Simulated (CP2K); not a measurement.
Wanted: the native input for a CP2K 2026.2 run.

```yaml
Task: single point
Functional: PBE
Potentials_or_basis: POTENTIAL_UZH Hg GTH-PBE-q12, Te GTH-PBE-q6; TZVP-MOLOPT-PBE-GTH basis
Density_cutoff: 6123 eV
k_mesh: 7 × 7 × 7
Occupations: gaussian, width 0.013 eV
Spin: no spin polarisation
SCF_solver: diagonalisation with k points
Quickstep_method: GPW
EPS_DEFAULT: 1.0E-10
EPS_SCF: 1.0E-6
MAX_SCF: 100
SCF_GUESS: ATOMIC
k_points_reduced_by_the_point_group: yes
Mesh_centred_on_Gamma: yes
CHOLESKY: OFF
EPS_EIGVAL: 1.0E-7
MIXING_METHOD: BROYDEN_MIXING
MIXING_ALPHA: 0.4
NBUFFER: 8
NGRIDS: 4
Basis_sets: Hg TZVP-MOLOPT-PBE-GTH-q12, Te TZVP-MOLOPT-PBE-GTH-q6
Potentials: Hg GTH-PBE-q12 of POTENTIAL_UZH, Te GTH-PBE-q6 of POTENTIAL_UZH
ADDED_MOS: "[10]"
REL_CUTOFF_Ry: 60 Ry
MIXING_BETA_1/bohr: 1.5 1/bohr
CUTOFF_of_the_grids: 450 Ry
```

HgTe (Coloradoite):

```
Hg Te
1.0
     4.54599    0.00000    0.00000
     2.27299    3.93694    0.00000
     2.27299    1.31231    3.71178
Hg Te
1 1
Direct
  0.00000 0.00000 0.00000
  0.75000 0.75000 0.75000
```

The input as run:

hgte_scf.inp

```
&GLOBAL
  PROJECT hgte_scf
  RUN_TYPE ENERGY_FORCE
  PRINT_LEVEL LOW
&END GLOBAL
&FORCE_EVAL
  METHOD QS
  STRESS_TENSOR ANALYTICAL
  &DFT
    BASIS_SET_FILE_NAME BASIS_MOLOPT_UZH
    POTENTIAL_FILE_NAME POTENTIAL_UZH
    &MGRID
      CUTOFF 450
      REL_CUTOFF 60
      NGRIDS 4
    &END MGRID
    &QS
      METHOD GPW
      EPS_DEFAULT 1.0E-10
    &END QS
    &KPOINTS
      SCHEME MONKHORST-PACK 7 7 7
      GAMMA_CENTERED T
      SYMMETRY T
      SYMMETRY_BACKEND SPGLIB
    &END KPOINTS
    &SCF
      SCF_GUESS ATOMIC
      EPS_SCF 1.0E-6
      MAX_SCF 100
      ADDED_MOS 10
      CHOLESKY OFF
      EPS_EIGVAL 1.0E-7
      &DIAGONALIZATION ON
        ALGORITHM STANDARD
      &END DIAGONALIZATION
      &MIXING ON
        METHOD BROYDEN_MIXING
        ALPHA 0.4
        BETA 1.5
        NBUFFER 8
      &END MIXING
      &SMEAR ON
        METHOD GAUSSIAN
        SIGMA [eV] 0.013000000000000001
      &END SMEAR
    &END SCF
    &XC
      &XC_FUNCTIONAL PBE
      &END XC_FUNCTIONAL
    &END XC
    &PRINT
      &KPOINTS ON
      &END KPOINTS
      &MULLIKEN ON
      &END MULLIKEN
      &MO ON
        ENERGIES T
        OCCUPATION_NUMBERS T
        &EACH
          QS_SCF 0
        &END EACH
        ADD_LAST NUMERIC
      &END MO
    &END PRINT
  &END DFT
  &SUBSYS
    &CELL
      ABC 4.5459894962 4.5459894962 4.5459894962
      ALPHA_BETA_GAMMA 60.0000000000 60.0000000002 60.0000000003
      PERIODIC XYZ
    &END CELL
    &COORD
      Hg  0.0000000000 0.0000000000 0.0000000000
      Te  6.8189842443 3.9369423891 2.7838386604
    &END COORD
    &KIND Hg
      BASIS_SET TZVP-MOLOPT-PBE-GTH-q12
      POTENTIAL GTH-PBE-q12
    &END KIND
    &KIND Te
      BASIS_SET TZVP-MOLOPT-PBE-GTH-q6
      POTENTIAL GTH-PBE-q6
    &END KIND
    &PRINT
      &ATOMIC_COORDINATES ON
      &END ATOMIC_COORDINATES
      &CELL ON
      &END CELL
    &END PRINT
  &END SUBSYS
  &PRINT
    &FORCES ON
    &END FORCES
    &STRESS_TENSOR ON
    &END STRESS_TENSOR
  &END PRINT
&END FORCE_EVAL
```

Potentials or basis: POTENTIAL_UZH Hg GTH-PBE-q12, Te GTH-PBE-q6; TZVP-MOLOPT-PBE-GTH basis.

Run with:

```bash
$ OMP_NUM_THREADS=1 cp2k.psmp -i hgte_scf.inp -o hgte_scf.out
```

It gave:

| Item | Value |
| --- | --- |
| Pressure | 5.5 GPa |
| Band gap on the k mesh | none (metal or under the smearing width) |
| Mulliken charges | Hg +0.32; Te -0.32 e |

Caveat: Mulliken charges move with the basis; the basis of atomic orbitals isn't converged, which shifts pressures, moduli and gaps.

It took 22 s on 1 thread of Arm Neoverse V2, on a shared host, peak memory 0.31 GiB.
